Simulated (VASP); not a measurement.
# SiC (Moissanite 3C) (F-43m) in VASP: a series of runs

Runs on SiC (Moissanite 3C). Level: r2SCAN. Tasks: single point.

All numbers are computed with VASP 6.6.1; they aren't measurements. Logs are shortened: lines on timing, memory, paths and dates and some standing lists are left out, and cuts for length are marked.

## (1) The crystal as given

Symmetry: F-43m, No. 216, cubic system. Conventional cell: a = 4.358 Å, b = 4.358 Å, c = 4.358 Å, α = 90.00°, β = 90.00°, γ = 90.00°. Si (site symmetry -43m) is surrounded by 4 C at 1.89 Å. C (site symmetry -43m) is surrounded by 4 Si at 1.89 Å.

## (2) Single point, r2SCAN

Input file INCAR:

```
PREC     = Normal         # precision mode
ENCUT    = 460            # plane-wave cutoff, eV
EDIFF    = 1E-4           # SCF threshold, eV
ISMEAR   = 0              # smearing method
SIGMA    = 0.05           # smearing width, eV
LREAL    = Auto         
LASPH    = T              # aspherical terms in the spheres
NELM     = 100            # most SCF steps
ALGO     = Normal         # electronic algorithm
ISIF     = 2              # what is computed and relaxed
LWAVE    = F              # write WAVECAR
LCHARG   = F              # write CHGCAR
METAGGA  = R2SCAN         # meta-GGA
LMIXTAU  = T            
ADDGRID  = F
```

Input file KPOINTS:

```
regular mesh
0
Gamma
  6 6 6
```

Input file POSCAR:

```
SiC
1.0
    0.0000000000      2.1790000000      2.1790000000
    2.1790000000      0.0000000000      2.1790000000
    2.1790000000      2.1790000000      0.0000000000
Si C
1 1
Direct
    0.0000000000      0.0000000000      0.0000000000
    0.7500000000      0.7500000000      0.7500000000
```

Potentials or basis: VASP PAW PBE potentials, release 64 (Si, C).

The run is started by

```
> cat potpaw_PBE.64/Si/POTCAR potpaw_PBE.64/C/POTCAR > POTCAR
> mpirun -np 1 vasp_std > vasp.out
```

OUTCAR:

```text
PREC = Normal
   ENCUT = 460
   EDIFF = 1E-4
   ISMEAR = 0
   LREAL = Auto
   LASPH = T
   NELM = 100
   ISIF = 2
   METAGGA = R2SCAN

 Found     16 irreducible k-points:

 Following reciprocal coordinates:
            Coordinates               Weight
  0.000000  0.000000  0.000000      1.000000
  0.166667  0.000000  0.000000      8.000000
  0.333333  0.000000  0.000000      8.000000
  0.500000  0.000000  0.000000      4.000000
  0.166667  0.166667  0.000000      6.000000
  0.333333  0.166667  0.000000     24.000000
   k-points           NKPTS =     16   k-points in BZ     NKDIM =     16   number of bands    NBANDS=      8
   number of dos      NEDOS =    301   number of ions     NIONS =      2
   total plane-waves  NPLWV =   4096
   dimension x,y,z NGX =    16 NGY =   16 NGZ =   16
   dimension x,y,z NGXF=    32 NGYF=   32 NGZF=   32
   ions per type =               1   1
   NGX,Y,Z   is equivalent  to a cutoff of   8.63,  8.63,  8.63 a.u.
   NGXF,Y,Z  is equivalent  to a cutoff of  17.26, 17.26, 17.26 a.u.
 SYSTEM =  unknown system
   PREC   = normal    normal or accurate (medium, high low for compatibility)
   ISTART =      0    job   : 0-new  1-cont  2-samecut
   ICHARG =      2    charge: 1-file 2-atom 10-const
   ISPIN  =      1    spin polarized calculation?
   LNONCOLLINEAR =      F non collinear calculations
   LSORBIT =      F    spin-orbit coupling
   LASPH  =      T    aspherical Exc in radial PAW
   ENCUT  =  460.0 eV  33.81 Ry    5.81 a.u.   5.39  5.39  5.39*2*pi/ulx,y,z
   NELM   =    100;   NELMIN=  2; NELMDL= -5     # of ELM steps
   EDIFF  = 0.1E-03   stopping-criterion for ELM
   LREAL  =      T    real-space projection
   EDIFFG = 0.1E-02   stopping-criterion for IOM
   NSW    =      0    number of steps for IOM
   IBRION =     -1    ionic relax: 0-MD 1-quasi-New 2-CG
   NFREE  =      0    steps in history (QN), initial steepest desc. (CG)
   ISIF   =      2    stress and relaxation
   ISYM   =      2    0-nonsym 1-usesym 2-fastsym
   POTIM  = 0.5000    time-step for ionic-motion
   TEBEG  =    0.0;   TEEND  =   0.0 temperature during run
   PSTRESS=    0.0 pullay stress
   NELECT =       8.0000    total number of electrons
   NUPDOWN=      -1.0000    fix difference up-down
   EMIN   =  10.00;   EMAX   =-10.00  energy-range for DOS
   EFERMI =   0.00;   METHOD = LEGACY
   ISMEAR =     0;   SIGMA  =   0.05  broadening in eV -4-tet -1-fermi 0-gaus
   EFERMI_NEDOS =   21; number of points for ismear=-14 and -15
   IALGO  =     38    algorithm
   IMIX   =      4    mixing-type and parameters
     AMIX     =   0.40;   BMIX     =  1.00
     AMIX_MAG =   1.60;   BMIX_MAG =  1.00
  volume/ion in A,a.u.               =      10.35        69.82
  Fermi-wavevector in a.u.,A,eV,Ry     =   1.192626  2.253736 19.352338  1.422357
  Thomas-Fermi vector in A             =   2.328660
   LORBIT       =      0    0 simple, 1 ext, 2 COOP (PROOUT), +10 PAW based schemes
   METAGGA = R2SCAN    functional components
   LHFCALC =     F    Hartree Fock is set to
   AEXX    =    0.0000 exact exchange contribution
   IVDW    =     0    specifies the selected vdW correction
   LEPSILON=     F    determine dielectric tensor
   LRPA    =     F    only Hartree local field effects (RPA)
 non-spin polarized calculation
 Gauss-broadening in eV      SIGMA  =   0.05
  energy-cutoff  :      460.00
  volume of cell :       20.69
 maximum number of plane-waves:       475
   NGX = 11   NGY = 11   NGZ = 11

 number of electron       8.0000000 magnetization

 Free energy of the ion-electron system (eV)
  ---------------------------------------------------
  ext. energy  EPLUGINS =         0.00000000
  ---------------------------------------------------
  free energy    TOTEN  =       -19.32072026 eV

  energy without entropy =      -19.32072026  energy(sigma->0) =      -19.32072026

 E-fermi :   8.2742     XC(G=0): -11.9317

 val. band max:        7.9888471893   @ k =   0.0000   0.0000   0.0000
 cond. band min:       9.7101008505   @ k =   0.5000   0.5000   0.0000
 fundamental gap:      1.7212536612
 Fermi energy:         8.2741566813

 k-point     1 :       0.0000    0.0000    0.0000
  band No.  band energies     occupation
      1      -8.1930      2.00000
      2       7.9884      2.00000
      3       7.9888      2.00000
      4       7.9888      2.00000
      5      14.8217      0.00000
      6      15.8329      0.00000
      7      15.8329      0.00000
      8      15.8329      0.00000

 k-point     2 :       0.1667    0.0000    0.0000
  band No.  band energies     occupation
      1      -7.6347      2.00000
      2       5.5190      2.00000
      3       7.6426      2.00000
      4       7.6429      2.00000
      5      14.9044      0.00000
      6      16.3840      0.00000
      7      16.3841      0.00000
      8      17.0519      0.00000

 k-point     3 :       0.3333    0.0000    0.0000
  band No.  band energies     occupation
      1      -6.0647      2.00000
      2       1.5648      2.00000
      3       7.1012      2.00000
      4       7.1015      2.00000
      5      14.2356      0.00000
      6      16.1790      0.00000
      7      16.1791      0.00000
      8      18.7878      0.00000

 k-point     4 :       0.5000    0.0000    0.0000
  band No.  band energies     occupation
      1      -4.5678      2.00000
      2      -0.8324      2.00000
      3       6.8807      2.00000
      4       6.8810      2.00000
      5      13.9773      0.00000
      6      15.7348      0.00000
      7      15.7349      0.00000
      8      18.9420      0.00000

 k-point     5 :       0.1667    0.1667    0.0000
  band No.  band energies     occupation
      1      -7.4480      2.00000
      2       6.1093      2.00000
      3       6.8319      2.00000
      4       6.8321      2.00000
      5      14.0577      0.00000
      6      15.9636      0.00000
      7      17.6856      0.00000
      8      17.6857      0.00000

 k-point     6 :       0.3333    0.1667    0.0000
  band No.  band energies     occupation
      1      -6.2035      2.00000
      2       3.0034      2.00000
      3       6.1207      2.00000
      4       6.1664      2.00000
      5      13.4108      0.00000
      6      16.1968      0.00000
      7      17.6474      0.00000
      8      18.3309      0.00000

 [... further k-points ...]

------------------------ aborting loop because EDIFF is reached ----------------------------------------

  FORCE on cell =-STRESS in cart. coord.  units (eV):
  Direction    XX          YY          ZZ          XY          YZ          ZX
  --------------------------------------------------------------------------------------
  -------------------------------------------------------------------------------------
  Total       -0.0311295     -0.0311295     -0.0311295      0.0000000      0.0000000      0.0000000
  in kB       -2.4103586     -2.4103586     -2.4103586      0.0000000      0.0000000      0.0000000
  external PRESSURE =      -2.4103586 kB  Pullay stress =       0.0000000 kB

 VOLUME and BASIS-vectors are now :
 -----------------------------------------------------------------------------
  energy-cutoff  :      460.00
  volume of cell :       20.69
      direct lattice vectors                 reciprocal lattice vectors
     0.000000000  2.179000000  2.179000000    -0.229463056  0.229463056  0.229463056
     2.179000000  0.000000000  2.179000000     0.229463056 -0.229463056  0.229463056
     2.179000000  2.179000000  0.000000000     0.229463056  0.229463056 -0.229463056

 POSITION                                       TOTAL-FORCE (eV/Angst)
 -----------------------------------------------------------------------------------
      0.00000      0.00000      0.00000        -0.000000     -0.000000      0.000000
      3.26850      3.26850      3.26850         0.000000      0.000000     -0.000000
 -----------------------------------------------------------------------------------
    total drift:                               -0.000025     -0.000025     -0.000027

  FREE ENERGIE OF THE ION-ELECTRON SYSTEM (eV)
  ---------------------------------------------------
  free  energy   TOTEN  =       -19.3207202607 eV

  energy  without entropy=      -19.3207202607  energy(sigma->0) =      -19.32072026
```

Wall time 4.2 s (1 thread of Intel Xeon 6975P-C (Granite Rapids), shared host); peak memory 0.11 GiB.

These settings aren't checked as converged: the numbers below hold their error.

What came out:

| Property | Result |
| --- | --- |
| Free energy | -19.3207 eV |
| Pressure | -0.2 GPa |
| Band gap on the k mesh | 1.72 eV, indirect (least direct gap 5.06 eV) |

Caveat: the cutoff is under 1.25 times the usual one of these potentials, so pressure, stress and relaxed cells hold a basis-set (Pulay) error; the PAW data sets were made with another functional, which shifts forces and pressure a little.

## (3) Single point, r2SCAN

Input file INCAR:

```
PREC     = Accurate       # precision mode
ENCUT    = 520            # plane-wave cutoff, eV
EDIFF    = 1E-7           # SCF threshold, eV
ISMEAR   = 0              # smearing method
SIGMA    = 0.05           # smearing width, eV
LREAL    = F              # projectors in reciprocal space
LASPH    = T              # aspherical terms in the spheres
NELM     = 100            # most SCF steps
ALGO     = Normal         # electronic algorithm
ISIF     = 2              # what is computed and relaxed
LWAVE    = F              # write WAVECAR
LCHARG   = F              # write CHGCAR
METAGGA  = R2SCAN         # meta-GGA
LMIXTAU  = T            
ADDGRID  = F
```

KPOINTS is that of step 2.

POSCAR is that of step 2.

Potentials or basis: VASP PAW PBE potentials, release 64 (Si, C).

The run is started by

```
> cat potpaw_PBE.64/Si/POTCAR potpaw_PBE.64/C/POTCAR > POTCAR
> mpirun -np 1 vasp_std > vasp.out
```

OUTCAR:

```text
PREC = Accurate
   ENCUT = 520
   EDIFF = 1E-7
   ISMEAR = 0
   LREAL = F
   LASPH = T
   NELM = 100
   ISIF = 2
   METAGGA = R2SCAN

 Found     16 irreducible k-points:

 Following reciprocal coordinates:
            Coordinates               Weight
  0.000000  0.000000  0.000000      1.000000
  0.166667  0.000000  0.000000      8.000000
  0.333333  0.000000  0.000000      8.000000
  0.500000  0.000000  0.000000      4.000000
  0.166667  0.166667  0.000000      6.000000
  0.333333  0.166667  0.000000     24.000000
   k-points           NKPTS =     16   k-points in BZ     NKDIM =     16   number of bands    NBANDS=      8
   number of dos      NEDOS =    301   number of ions     NIONS =      2
   total plane-waves  NPLWV =  13824
   dimension x,y,z NGX =    24 NGY =   24 NGZ =   24
   dimension x,y,z NGXF=    48 NGYF=   48 NGZF=   48
   ions per type =               1   1
   NGX,Y,Z   is equivalent  to a cutoff of  12.95, 12.95, 12.95 a.u.
   NGXF,Y,Z  is equivalent  to a cutoff of  25.90, 25.90, 25.90 a.u.
 SYSTEM =  unknown system
   PREC   = accura    normal or accurate (medium, high low for compatibility)
   ISTART =      0    job   : 0-new  1-cont  2-samecut
   ICHARG =      2    charge: 1-file 2-atom 10-const
   ISPIN  =      1    spin polarized calculation?
   LNONCOLLINEAR =      F non collinear calculations
   LSORBIT =      F    spin-orbit coupling
   LASPH  =      T    aspherical Exc in radial PAW
   ENCUT  =  520.0 eV  38.22 Ry    6.18 a.u.   5.73  5.73  5.73*2*pi/ulx,y,z
   NELM   =    100;   NELMIN=  2; NELMDL= -5     # of ELM steps
   EDIFF  = 0.1E-06   stopping-criterion for ELM
   LREAL  =      F    real-space projection
   EDIFFG = 0.1E-05   stopping-criterion for IOM
   NSW    =      0    number of steps for IOM
   IBRION =     -1    ionic relax: 0-MD 1-quasi-New 2-CG
   NFREE  =      0    steps in history (QN), initial steepest desc. (CG)
   ISIF   =      2    stress and relaxation
   ISYM   =      2    0-nonsym 1-usesym 2-fastsym
   POTIM  = 0.5000    time-step for ionic-motion
   TEBEG  =    0.0;   TEEND  =   0.0 temperature during run
   PSTRESS=    0.0 pullay stress
   NELECT =       8.0000    total number of electrons
   NUPDOWN=      -1.0000    fix difference up-down
   EMIN   =  10.00;   EMAX   =-10.00  energy-range for DOS
   EFERMI =   0.00;   METHOD = LEGACY
   ISMEAR =     0;   SIGMA  =   0.05  broadening in eV -4-tet -1-fermi 0-gaus
   EFERMI_NEDOS =   21; number of points for ismear=-14 and -15
   IALGO  =     38    algorithm
   IMIX   =      4    mixing-type and parameters
     AMIX     =   0.40;   BMIX     =  1.00
     AMIX_MAG =   1.60;   BMIX_MAG =  1.00
  volume/ion in A,a.u.               =      10.35        69.82
  Fermi-wavevector in a.u.,A,eV,Ry     =   1.192626  2.253736 19.352338  1.422357
  Thomas-Fermi vector in A             =   2.328660
   LORBIT       =      0    0 simple, 1 ext, 2 COOP (PROOUT), +10 PAW based schemes
   METAGGA = R2SCAN    functional components
   LHFCALC =     F    Hartree Fock is set to
   AEXX    =    0.0000 exact exchange contribution
   IVDW    =     0    specifies the selected vdW correction
   LEPSILON=     F    determine dielectric tensor
   LRPA    =     F    only Hartree local field effects (RPA)
 non-spin polarized calculation
 Gauss-broadening in eV      SIGMA  =   0.05
  energy-cutoff  :      520.00
  volume of cell :       20.69
 maximum number of plane-waves:       568
   NGX = 11   NGY = 11   NGZ = 11

 number of electron       8.0000001 magnetization

 Free energy of the ion-electron system (eV)
  ---------------------------------------------------
  ext. energy  EPLUGINS =         0.00000000
  ---------------------------------------------------
  free energy    TOTEN  =       -19.31730610 eV

  energy without entropy =      -19.31730610  energy(sigma->0) =      -19.31730610

 E-fermi :   8.2722     XC(G=0): -11.9323

 val. band max:        7.9885777609   @ k =   0.0000   0.0000   0.0000
 cond. band min:       9.7087397150   @ k =   0.5000   0.5000   0.0000
 fundamental gap:      1.7201619542
 Fermi energy:         8.2722346298

 k-point     1 :       0.0000    0.0000    0.0000
  band No.  band energies     occupation
      1      -8.1931      2.00000
      2       7.9886      2.00000
      3       7.9886      2.00000
      4       7.9886      2.00000
      5      14.8218      0.00000
      6      15.8325      0.00000
      7      15.8325      0.00000
      8      15.8325      0.00000

 k-point     2 :       0.1667    0.0000    0.0000
  band No.  band energies     occupation
      1      -7.6348      2.00000
      2       5.5192      2.00000
      3       7.6429      2.00000
      4       7.6429      2.00000
      5      14.9043      0.00000
      6      16.3835      0.00000
      7      16.3835      0.00000
      8      17.0505      0.00000

 k-point     3 :       0.3333    0.0000    0.0000
  band No.  band energies     occupation
      1      -6.0646      2.00000
      2       1.5647      2.00000
      3       7.1018      2.00000
      4       7.1018      2.00000
      5      14.2357      0.00000
      6      16.1785      0.00000
      7      16.1785      0.00000
      8      18.7841      0.00000

 k-point     4 :       0.5000    0.0000    0.0000
  band No.  band energies     occupation
      1      -4.5675      2.00000
      2      -0.8329      2.00000
      3       6.8813      2.00000
      4       6.8813      2.00000
      5      13.9775      0.00000
      6      15.7343      0.00000
      7      15.7343      0.00000
      8      18.9384      0.00000

 k-point     5 :       0.1667    0.1667    0.0000
  band No.  band energies     occupation
      1      -7.4481      2.00000
      2       6.1097      2.00000
      3       6.8321      2.00000
      4       6.8321      2.00000
      5      14.0571      0.00000
      6      15.9631      0.00000
      7      17.6845      0.00000
      8      17.6845      0.00000

 k-point     6 :       0.3333    0.1667    0.0000
  band No.  band energies     occupation
      1      -6.2034      2.00000
      2       3.0035      2.00000
      3       6.1210      2.00000
      4       6.1667      2.00000
      5      13.4099      0.00000
      6      16.1960      0.00000
      7      17.6467      0.00000
      8      18.3297      0.00000

 [... further k-points ...]

------------------------ aborting loop because EDIFF is reached ----------------------------------------

  FORCE on cell =-STRESS in cart. coord.  units (eV):
  Direction    XX          YY          ZZ          XY          YZ          ZX
  --------------------------------------------------------------------------------------
  -------------------------------------------------------------------------------------
  Total       -0.0538877     -0.0538877     -0.0538877     -0.0000000     -0.0000000      0.0000000
  in kB       -4.1725178     -4.1725178     -4.1725178     -0.0000000     -0.0000000      0.0000000
  external PRESSURE =      -4.1725178 kB  Pullay stress =       0.0000000 kB

 VOLUME and BASIS-vectors are now :
 -----------------------------------------------------------------------------
  energy-cutoff  :      520.00
  volume of cell :       20.69
      direct lattice vectors                 reciprocal lattice vectors
     0.000000000  2.179000000  2.179000000    -0.229463056  0.229463056  0.229463056
     2.179000000  0.000000000  2.179000000     0.229463056 -0.229463056  0.229463056
     2.179000000  2.179000000  0.000000000     0.229463056  0.229463056 -0.229463056

 POSITION                                       TOTAL-FORCE (eV/Angst)
 -----------------------------------------------------------------------------------
      0.00000      0.00000      0.00000         0.000000      0.000000      0.000000
      3.26850      3.26850      3.26850        -0.000000     -0.000000     -0.000000
 -----------------------------------------------------------------------------------
    total drift:                                0.000001      0.000001      0.000001

  FREE ENERGIE OF THE ION-ELECTRON SYSTEM (eV)
  ---------------------------------------------------
  free  energy   TOTEN  =       -19.3173061012 eV

  energy  without entropy=      -19.3173061012  energy(sigma->0) =      -19.31730610
```

Run time: 9.4 s. Hardware: 1 thread of Intel Xeon 6975P-C (Granite Rapids), shared host; peak memory 0.13 GiB.

These settings aren't checked as converged: the numbers below hold their error.

What came out:

```
Free energy            : -19.3173 eV
Pressure               : -0.4 GPa
Band gap on the k mesh : 1.72 eV, indirect (least direct gap 5.06 eV)
```

Caveat: the PAW data sets were made with another functional, which shifts forces and pressure a little.

(Part 1 of 2 ends here.)
